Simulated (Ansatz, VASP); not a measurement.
# One calculation of ZnSe, two programs

INCAR

```
PREC     = Accurate       # precision mode
ENCUT    = 520            # plane-wave cutoff, eV
EDIFF    = 1E-6           # SCF threshold, eV
ISMEAR   = -1             # smearing method
SIGMA    = 0.1            # smearing width, eV
LREAL    = F              # projectors in reciprocal space
LASPH    = T              # aspherical terms in the spheres
NELM     = 60             # most SCF steps
ALGO     = Normal         # electronic algorithm
ISIF     = 2              # what is computed and relaxed
LWAVE    = F              # write WAVECAR
LCHARG   = F              # write CHGCAR
GGA      = PE             # functional
NBANDS   = 16             # bands
```

KPOINTS

```
regular mesh
0
Gamma
  13 13 13
```

Contents of POSCAR:

```
ZnSe
1.0
    0.0000000000      2.5718175843      2.5718175843
    2.5718175843      0.0000000000      2.5718175843
    2.5718175843      2.5718175843      0.0000000000
Zn Se
1 1
Direct
    0.0000000000      0.0000000000      0.0000000000
    0.5000000000      0.5000000000      0.5000000000
```

Input for Ansatz:

```yaml
crystal:
  lattice:
    - [0.0, 2.5718175843, 2.5718175843]
    - [2.5718175843, 0.0, 2.5718175843]
    - [2.5718175843, 2.5718175843, 0.0]
  atoms:
    - { symbol: Zn, position: [0.0, 0.0, 0.0] }
    - { symbol: Se, position: [0.5, 0.5, 0.5] }
kpoints:
  mp_grid: { grid: [13, 13, 13] }
scf:
  occupations: { method: fermi_dirac, width: 0.1 }
hamiltonian:
  xc: pbe
  pseudopotentials: { kind: paw }
output:
  forces: true
  stress: true
  eigenvalues: true
  populations: true
```

Change from the starting cell: volume scaled by 0.88, PAW files.

Alike in both runs: task single point; functional PBE; k mesh 13 × 13 × 13; occupations fermi-dirac, width 0.1 eV; no spin polarisation.

|  | VASP | Ansatz |
| --- | --- | --- |
| version | VASP 6.6.1 | Ansatz 0.2.0 |
| potentials or method | VASP PAW PBE potentials, release 64 (Zn, Se) | PAW with Ansatz's default frozen-core files, scalar-relativistic |
| plane-wave cutoff (eV) | 520 | 420 |
| valence electrons in the cell | 18 | 28 |

|  | VASP | Ansatz | Ansatz less VASP |
| --- | --- | --- | --- |
| pressure (GPa) | 12.5 | 12.1 | -0.35 |

The two sets of potentials don't hold the same shells in valence.
